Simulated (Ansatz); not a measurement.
We consider rutile GeO2, described by PBEsol (plane waves, PAW; Ansatz, an electronic-structure program).

Run with plane-wave cutoff 520 eV, 8×8×12 k mesh (along the axes of the cell as run), Fermi–Dirac smearing 0.01 eV, scalar-relativistic PAW data made under PBE.

Shape and atoms are relaxed at each volume.

Pressure at four volumes; x = ln(V/9.425 Å³). One pressure is withheld.

| V (Å³/atom) | x | P (GPa) |
|---|---|---|
| 9.048 | -0.0408 | 10.20 |
| 9.425 | 0.0000 | 0.00 |
| 9.613 | 0.0198 | -4.13 |
| 9.802 | 0.0392 | ? |

Problem. Pass a parabola P(x) through the three rows shown, estimate the bulk modulus and its pressure derivative near zero pressure, and predict the withheld pressure.

Solution. Slopes between the rows: (0.00 − (10.20))/(0.0000 − (-0.0408)) = -250.00 and (-4.13 − (0.00))/(0.0198 − (0.0000)) = -208.59 GPa. Their difference over the span 0.0606 is c = 41.41/0.0606 = 683.3 GPa, so P(x) = 10.20 + (-250.00)(x − (-0.0408)) + 683.3 (x − (-0.0408))(x − (0.0000)). At the middle row B = −dP/dx = −[-250.00 + 683.3 × 0.0408] = 222.1 GPa, and B′ = dB/dP = 2c/B = 6.2. At x = 0.0392 the parabola gives -7.66 GPa; the run gives -7.67 GPa. The Birch–Murnaghan fit to the energies at all volumes has B0 = 221 GPa and B′ = 6.1.

Measured, for comparison: bulk modulus 251 GPa (room temperature, no zero-point or thermal correction, from measured elastic constants; as tabulated in Sevik and Bulutay (2007), arXiv:cond-mat/0610176). Computed less measured: bulk modulus -12 %.
